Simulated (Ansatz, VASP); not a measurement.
This is a calculation of ZnS (Wurtzite-2H) for Ansatz 0.2.0.

The input input.yaml:

```yaml
crystal:
  lattice:
    - [3.8857444663, 0.0, 0.0]
    - [-1.9428722331, 3.3651534204, 0.0]
    - [0.0, 0.0, 6.356266335]
  atoms:
    - { symbol: Zn, position: [0.6666666667, 0.3333333333, 0.5] }
    - { symbol: Zn, position: [0.3333333333, 0.6666666667, 0.0] }
    - { symbol: S, position: [0.6666666667, 0.3333333333, 0.885] }
    - { symbol: S, position: [0.3333333333, 0.6666666667, 0.385] }
kpoints:
  mp_grid: { grid: [8, 8, 5] }
scf:
  occupations: { method: fermi_dirac, width: 0.05 }
hamiltonian:
  xc: pbesol
  pseudopotentials: { kind: all_electron, lapw: { basis_error: 0.002 } }
output:
  forces: true
  stress: true
  eigenvalues: true
```

Potentials or basis: all-electron LAPW, scalar-relativistic.

Run with:

```sh
$ ansatz run input.yaml --threads 2 --pin off --max-ram 6144MiB --backend cpu --events-out ev --progress --plain --runs-dir out
```

Q: Set up the same calculation for VASP 6.6.1. Potentials there: VASP PAW PBE potentials, release 64 (Zn, S).

A: As run (the cutoff follows the program's own potentials):

INCAR

```
SYSTEM = ZnS
PREC = Accurate
ENCUT = 520
EDIFF = 1E-6
ISMEAR = -1
SIGMA = 0.05
LREAL = .FALSE.
LASPH = .TRUE.
NELM = 100
ALGO = Normal
ISIF = 2
LWAVE = .FALSE.
LCHARG = .FALSE.
GGA = PS
NBANDS = 26
```

Contents of KPOINTS:

```
Automatic mesh
0
G
  8 8 5
  0 0 0
```

POSCAR

```
ZnS
1.0
    3.8857444663      0.0000000000      0.0000000000
   -1.9428722331      3.3651534204      0.0000000000
    0.0000000000      0.0000000000      6.3562663350
Zn S
2 2
Direct
    0.6666666667      0.3333333333      0.5000000000
    0.3333333333      0.6666666667      0.0000000000
    0.6666666667      0.3333333333      0.8850000000
    0.3333333333      0.6666666667      0.3850000000
```

Potentials or basis: VASP PAW PBE potentials, release 64 (Zn, S).

The run is started by

```bash
$ cat potpaw_PBE.64/Zn/POTCAR potpaw_PBE.64/S/POTCAR > POTCAR
$ mpirun -np 1 vasp_std > vasp.out
```

Both were run:

|  | VASP | Ansatz | Ansatz less VASP |
| --- | --- | --- | --- |
| gap on the k mesh at the Fermi level (eV) | 1.85 | 1.85 | 0.000 |
| least direct gap on the mesh (eV) | 1.85 | 1.85 | 0.000 |
| pressure (GPa) | -4.9 | -5.0 | -0.13 |
| largest component of the traceless stress (GPa) | 0.72 | 0.70 | -0.012 |
| rms of the force components (eV/Å) | 0.141 | 0.139 | -0.0014 |

Atom by atom the forces differ by 0.001 eV/Å (rms over components). Ansatz ran all-electron here, so the differences hold the error of VASP's frozen core and of both bases.

Caveats: the PAW data sets were made with another functional, which shifts forces and pressure a little (VASP).
